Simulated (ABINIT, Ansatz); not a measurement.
# GaAs (F-43m): G0W0 with ABINIT, start to end

Aim: the G0W0 gap of GaAs (F-43m) on PBE, step by step.

Program: ABINIT 10.8.3. Level of theory: PBE and many-body steps on it, plane waves. Results are calculated unless marked as measured.

**The experiments to reproduce.**

- Gap 1.51 eV: band-edge emission energy from PL (direct gap at Gamma); photoluminescence, 633 nm excitation; 77 K; bulk crystal (MBE GaAs matrix around a thin InAs wetting layer on semi-insulating GaAs (100)) (“Photoluminescence of InAs/GaAs quantum dots under direct two-photon excitation”, 2020, pmc:7331710).

- Gap 1.412 ± 0.01 eV: direct gap E0 at Gamma from ellipsometry; variable-angle spectroscopic ellipsometry, parametric critical-point fit; 300 K; bulk crystal (semi-insulating GaAs(001) reference substrate with native oxide) (“Evidence of valence band perturbations in GaAsN/GaAs(001): A combined variable-angle spectroscopic ellipsometry and modulated photoreflectance investigation”, 2008, arxiv:0805.2212).

- Gap 1.42 eV: fundamental direct gap E0 at Gamma, seen as sharp points in Psi and Delta; spectroscopic ellipsometry; 300 K; bulk crystal (semi-insulating GaAs (100) substrate) (“Ellipsometric study of the Electronic Structure of GaMnAs and LT-GaAs”, 2004, arxiv:cond-mat/0404304).

- Gap 1.418 ± 0.005 eV: direct gap E0 at Gamma from PR; modulated photoreflectance, low-field lineshape fit; 300 K; bulk crystal (semi-insulating GaAs(001) reference substrate) (“Evidence of valence band perturbations in GaAsN/GaAs(001): A combined variable-angle spectroscopic ellipsometry and modulated photoreflectance investigation”, 2008, arxiv:0805.2212).

## 1. The structure

Symmetry: F-43m, No. 216, cubic system. Conventional cell: a = 5.654 Å, b = 5.654 Å, c = 5.654 Å, α = 90.00°, β = 90.00°, γ = 90.00°. Nearest to Ga lie 4 As at 2.45 Å. Nearest to As lie 4 Ga at 2.45 Å. Farther neighbours are not listed.

The cell and positions come from the Crystallography Open Database and are kept as given unless a step says otherwise.

## 2. Ground state

This step: ABINIT 10.8.3; DFT, PBE, plane waves, norm-conserving pseudopotentials.

The ground-state density comes first.

Contents of run.abi:

```
acell 3*1.0 Angstrom
rprim 
  0.000000000000 2.826850000000 2.826850000000
  2.826850000000 0.000000000000 2.826850000000
  2.826850000000 2.826850000000 0.000000000000
ntypat 2
znucl 31 33
natom 2
typat 1 2
xred 
  0.000000000000 0.000000000000 0.000000000000
  0.250000000000 0.250000000000 0.250000000000
pp_dirpath "pseudos"
pseudos "Ga.upf, As.upf"
ecut 45
ngkpt 6 6 6
nshiftk 1
shiftk 0 0 0
kptopt 1
chksymbreak 0
nband 27
occopt 1
tolvrs 1e-10
nstep 60
prtwf 0
optforces 0
optstress 0
indata_prefix "in"
outdata_prefix "out"
tmpdata_prefix "tmp"
```

Command:

```bash
> OMP_NUM_THREADS=1 mpirun -n 4 abinit run.abi > log
```

Numbers of over 12 decimals in the logs are rounded to 6 here.

The program printed:

```text
.Version 10.8.3 of ABINIT. v10.8.2 released Aug 2026.

 Symmetries : space group F-4 3 m (#216); Bravais cF (face-center cubic)
================================================================================
 Values of the parameters that define the memory need of the present run
     intxc =       0    ionmov =       0      iscf =       7    lmnmax =       6
     lnmax =       6     mgfft =      48  mpssoang =       3    mqgrid =    3001
     natom =       2  nloc_mem =       1    nspden =       1   nspinor =       1
    nsppol =       1      nsym =      24    n1xccc =    2501    ntypat =       2
    occopt =       1   xclevel =       2
-    mband =          27        mffmem =           1         mkmem =           4
       mpw =        4428          nfft =      110592          nkpt =          16
================================================================================
  Rough estimation (10% accuracy) of disk space for files :
================================================================================

--------------------------------------------------------------------------------
------------- Echo of variables that govern the present computation ------------
--------------------------------------------------------------------------------
 -outvars: echo values of preprocessed input variables --------
            acell      1.8897261259E+00  1.8897261259E+00  1.8897261259E+00 Bohr

      chksymbreak           0
             ecut      4.50000000E+01 Hartree
-          fftalg         312

              ixc     -101130
              kpt      0.00000000E+00  0.00000000E+00  0.00000000E+00
                       1.66666667E-01  0.00000000E+00  0.00000000E+00
                       3.33333333E-01  0.00000000E+00  0.00000000E+00
                       5.00000000E-01  0.00000000E+00  0.00000000E+00
                       1.66666667E-01  1.66666667E-01  0.00000000E+00
                       3.33333333E-01  1.66666667E-01  0.00000000E+00
                       5.00000000E-01  1.66666667E-01  0.00000000E+00
                      -3.33333333E-01  1.66666667E-01  0.00000000E+00
                      -1.66666667E-01  1.66666667E-01  0.00000000E+00
   [... 5 further rows ...]
                      -3.33333333E-01  3.33333333E-01  1.66666667E-01
                      -3.33333333E-01  5.00000000E-01  1.66666667E-01
         kptrlatt        6    0    0      0    6    0      0    0    6
          kptrlen      4.53281381E+01
P           mkmem           4
            natom           2
            nband          27
            ngfft          48      48      48
             nkpt          16
            nstep          60
             nsym          24
           ntypat           2
              occ      2.000000  2.000000  2.000000  2.000000  2.000000  2.000000
                       2.000000  2.000000  2.000000  2.000000  2.000000  2.000000
                       2.000000  2.000000  2.000000  2.000000  2.000000  2.000000
                       2.000000  2.000000  2.000000  2.000000  0.000000  0.000000
[...]
optforces           0
        optstress           0
            prtwf           0
            rprim      0.0000000000E+00  2.8268500000E+00  2.8268500000E+00
[...]
spgroup         216

           tolvrs      1.00000000E-10

             xred      0.0000000000E+00  0.0000000000E+00  0.0000000000E+00
[...]
znucl       31.00000   33.00000

================================================================================

 chkinp: Checking input parameters for consistency.

================================================================================
== DATASET  1 ==================================================================
-   mpi_nproc: 4, omp_nthreads: 1 (-1 if OMP is not activated)

--- !DatasetInfo
iteration_state: {dtset: 1, }
dimensions: {natom: 2, nkpt: 16, mband: 27, nsppol: 1, nspinor: 1, nspden: 1, mpw: 4428, }
cutoff_energies: {ecut:  45.0, pawecutdg:  -1.0, }
electrons: {nelect:   4.40000000E+01, charge:   0.00000000E+00, occopt:   1.00000000E+00, tsmear:   1.00000000E-02, }

 Real(R)+Recip(G) space primitive vectors, cartesian coordinates (Bohr,Bohr^-1):
 R(1)=  0.0000000  5.3419723  5.3419723  G(1)= -0.0935984  0.0935984  0.0935984
 R(2)=  5.3419723  0.0000000  5.3419723  G(2)=  0.0935984 -0.0935984  0.0935984
 R(3)=  5.3419723  5.3419723  0.0000000  G(3)=  0.0935984  0.0935984 -0.0935984
 Unit cell volume ucvol=  3.0488418E+02 bohr^3
 Angles (23,13,12)=  6.00000000E+01  6.00000000E+01  6.00000000E+01 degrees

 getcut: wavevector=  0.0000  0.0000  0.0000  ngfft=  48  48  48
         ecut(hartree)=     45.000   => boxcut(ratio)=   2.10404

--- Pseudopotential description ------------------------------------------------
- Ga Generated using ONCVPSP code by D. R. Hamann
- 31.00000  21.00000  171031                  znucl, zion, pspdat
12 -101130 2 -1 1902                          pspcod,pspxc,lmax,lloc,mmax
     nproj     2     2     2
  pspatm : epsatm=   21.85474337
         --- l  ekb(1:nproj) -->
[...]
pspatm: atomic psp has been read  and splines computed

- As Generated using ONCVPSP code by D. R. Hamann
- 33.00000  23.00000  171031                  znucl, zion, pspdat
12 -101130 2 -1 1358                          pspcod,pspxc,lmax,lloc,mmax
     nproj     2     2     2
  pspatm : epsatm=   24.77333152
         --- l  ekb(1:nproj) -->
[...]
pspatm: atomic psp has been read  and splines computed

   2.05163530E+03                                ecore*ucvol(ha*bohr**3)
--------------------------------------------------------------------------------

_setup2: Arith. and geom. avg. npw (full set) are    4396.153    4396.130

================================================================================

--- !BeginCycle
iteration_state: {dtset: 1, }
solver: {iscf: 7, nstep: 60, nline: 4, wfoptalg: 0, }
tolerances: {tolvrs: 1.00E-10, }

     iter   Etot(hartree)      deltaE(h)  residm     vres2
 ETOT  1  -551.03046146651    -5.510E+02 9.109E-01 1.435E+03
 ETOT  2  -553.19824534608    -2.168E+00 2.477E-02 2.566E+03
 ETOT  3  -553.54765832786    -3.494E-01 3.271E-02 3.191E+02
 ETOT  4  -553.56859560667    -2.094E-02 4.856E-03 1.481E+02
 ETOT  5  -553.58703702391    -1.844E-02 5.683E-04 1.915E+00
 ETOT  6  -553.58715212543    -1.151E-04 3.854E-05 6.968E-01
 ETOT  7  -553.58724571705    -9.359E-05 3.828E-06 9.701E-03
 ETOT  8  -553.58724688351    -1.166E-06 1.260E-06 5.277E-04
 ETOT  9  -553.58724687676     6.753E-09 8.972E-07 5.197E-04
 ETOT 10  -553.58724695068    -7.392E-08 3.128E-07 1.448E-07
 ETOT 11  -553.58724695072    -4.195E-11 3.029E-07 5.961E-09
 ETOT 12  -553.58724695070     1.910E-11 1.090E-07 4.989E-10
 ETOT 13  -553.58724695071    -9.663E-12 1.174E-07 1.973E-11

 At SCF step   13       vres2   =  1.97E-11 < tolvrs=  1.00E-10 =>converged.

--- !ResultsGS
iteration_state: {dtset: 1, }
comment   : Summary of ground state results
lattice_vectors:
- [  0.0000000,   5.3419723,   5.3419723, ]
- [  5.3419723,   0.0000000,   5.3419723, ]
- [  5.3419723,   5.3419723,   0.0000000, ]
lattice_lengths: [   7.55469,    7.55469,    7.55469, ]
lattice_angles: [ 60.000,  60.000,  60.000, ] # degrees, (23, 13, 12)
lattice_volume:   3.0488418E+02
convergence: {deltae: -9.663E-12, res2:  1.973E-11, residm:  1.174E-07, diffor:  0.000E+00, }
etotal    :  -5.53587247E+02
entropy   :   0.00000000E+00
fermie    :   2.08235878E-01
cartesian_stress_tensor: null
pressure_GPa: null
xred      :
- [  0.0000E+00,   0.0000E+00,   0.0000E+00, Ga]
- [  2.5000E-01,   2.5000E-01,   2.5000E-01, As]
cartesian_forces: null
force_length_stats: {min: null, max: null, mean: null, }

 Integrated electronic density in atomic spheres:
 ------------------------------------------------
 Atom  Sphere_radius  Integrated_density
    1        2.00000         18.80846266
    2        2.00000         20.37373321
================================================================================

 ----iterations are completed or convergence reached----

 Mean square residual over all n,k,spin=   27.173E-11; max=  11.737E-08
 reduced coordinates (array xred) for    2 atoms
       0.000000000000      0.000000000000      0.000000000000
       0.250000000000      0.250000000000      0.250000000000
 rms dE/dt=  0.0000E+00; max dE/dt=  0.0000E+00; dE/dt below (all hartree)
    1       0.000000000000      0.000000000000      0.000000000000
    2       0.000000000000      0.000000000000      0.000000000000

 cartesian coordinates (angstrom) at end:
    1      0.000000     0.000000     0.000000
    2      1.413425     1.413425     1.413425
 length scales=  1.889726125908  1.889726125908  1.889726125908 bohr
              =  1.000000000000  1.000000000000  1.000000000000 angstroms
 prteigrs : about to open file out_EIG
 Fermi (or HOMO) energy (hartree) =   0.20824   Average Vxc (hartree)=  -0.36654
 Eigenvalues (hartree) for nkpt=  16  k points:
 kpt#   1, nband= 27, wtk=  0.00463, kpt=  0.0000  0.0000  0.0000 (reduced coord)
  -6.58411   -5.07879   -4.50242   -4.50242   -4.50242   -3.26559   -3.26559   -3.26559
  -1.08415   -1.08415   -1.08415   -1.08382   -1.08382   -0.33685   -0.33685   -0.33685
  -0.33402   -0.33402   -0.25960    0.20824    0.20824    0.20824    0.22690    0.34556
   0.34556    0.34556    0.48736
 prteigrs : prtvol=0 or 1, do not print more k-points.

--- !EnergyTerms
iteration_state     : {dtset: 1, }
comment             : Components of total free energy in Hartree
kinetic             :  2.56579599922981E+02
hartree             :  2.39359398107684E+02
xc                  : -5.35166848518870E+01
Ewald energy        : -2.44384754666974E+02
psp_core            :  6.72922843284988E+00
local_psp           : -6.21711725125364E+02
non_local_psp       : -1.36642308770002E+02
total_energy        : -5.53587246950713E+02
total_energy_eV     : -1.50638763976251E+04
band_energy         : -8.40153441810219E+01

== END DATASET(S) ==============================================================
================================================================================

 -outvars: echo values of variables after computation  --------
           etotal     -5.5358724695E+02
            nband          27
             nkpt          16
          spgroup         216
 [... the other variables as echoed above ...]

 Calculation completed.
```

Elapsed: 19 s, on 4 MPI ranks of Arm Neoverse V2, shared host; peak memory 0.39 GiB.

Numbers from this step:

* total energy: -15063.8764 eV
* gap: 0.5078 eV
* k of the valence top: 0, 0, 0
* k of the conduction bottom: 0, 0, 0
* least direct gap: 0.5078 eV

The gap is direct, at Γ.

[end of part 1 of 3]

[Paths, hosts, dates, memory and timing lines, banners, echoed tables and standing remarks are left out of the program output.]

[Logs are printed without paths, hosts, clocks, repeated set-up lines and the standing remarks that a program may print on its own settings, such as how far it seeks lower states.]

[Runs of the session that timed out or met a known fault of the program may be left out.]

[Hosts, paths, dates, database ids (printed as entryN), source tags and the programs' standing remarks are cut or masked in the printed files.]

[G0W0 gaps are taken among the corrected bands and points alone; a level outside them can change the order at an edge.]

[Where Ansatz stands beside ABINIT at settings called matched, ABINIT's density can come from a denser mesh and the files from another edition; pairs whose starting gaps differed by over 0.03 eV were left out, so agreement reads better than it is.]
